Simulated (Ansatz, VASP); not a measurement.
B: VASP beside Ansatz

File INCAR:

```
SYSTEM = B
PREC     = Accurate       ! precision mode
ENCUT    = 520            ! plane-wave cutoff, eV
EDIFF    = 1E-6           ! SCF threshold, eV
ISMEAR   = 0              ! smearing method
SIGMA    = 0.1            ! smearing width, eV
LREAL    = .FALSE.        ! projectors in reciprocal space
LASPH    = .TRUE.         ! aspherical terms in the spheres
NELM     = 80             ! most SCF steps
ALGO     = Normal         ! electronic algorithm
ISIF     = 2              ! what is computed and relaxed
LWAVE    = .FALSE.        ! write WAVECAR
LCHARG   = .FALSE.        ! write CHGCAR
LDIPOL   = .TRUE.       
IDIPOL   = 3            
DIPOL    = 0.5 0.5 0.500
GGA      = PE             ! functional
NBANDS   = 10             ! bands
```

File KPOINTS:

```
regular mesh
0
G
  6 6 1
  0 0 0
```

POSCAR

```
B
1.0
    2.9128100000      0.0000000000      0.0000000000
   -1.4564050000      2.5225670000      0.0000000000
    0.0000000000      0.0000000000     15.0000000000
B
2
Direct
    0.6666666700      0.3333333300      0.5029185100
    0.3333333300      0.6666666700      0.4970814900
```

Input for Ansatz:

```yaml
crystal:
  lattice:
    - [2.91281, 0.0, 0.0]
    - [-1.456405, 2.522567, 0.0]
    - [0.0, 0.0, 15.0]
  atoms:
    - { symbol: B, position: [0.66666667, 0.33333333, 0.50291851] }
    - { symbol: B, position: [0.33333333, 0.66666667, 0.49708149] }
  periodic: [true, true, false]
basis:
  ecutwfc: 420
kpoints:
  mp_grid: { grid: [6, 6, 1] }
hamiltonian:
  xc: pbe
scf:
  occupations: { method: gaussian, width: 0.1 }
  lower_state_search: "off"
output:
  forces: true
  stress: true
  eigenvalues: true
```

Alike in both runs: task single point; functional PBE; k mesh 6 × 6 × 1; occupations gaussian, width 0.1 eV; no spin polarisation.

|  | VASP | Ansatz |
| --- | --- | --- |
| version | VASP 6.6.1 | Ansatz 0.2.0 |
| potentials or method | VASP PAW PBE potentials, release 64 (B) | scalar-relativistic, plane waves, PAW |
| plane-wave cutoff (eV) | 520 | 420 |
| valence electrons in the cell | 6 | 6 |

```csv
,VASP,Ansatz,Ansatz less VASP
gap on the k mesh at the Fermi level (eV),none,none,-
rms of the force components (eV/Å),0.266,0.267,+0.0010
```

Atom by atom the forces differ by 0.001 eV/Å (rms over components). A gap of «none» marks a metal or a gap that the smearing closes. Ansatz warned: «slab_cell_height_set».

Caveats: the k mesh is coarse (spacing up to 0.42 Å⁻¹), so the values aren't converged.
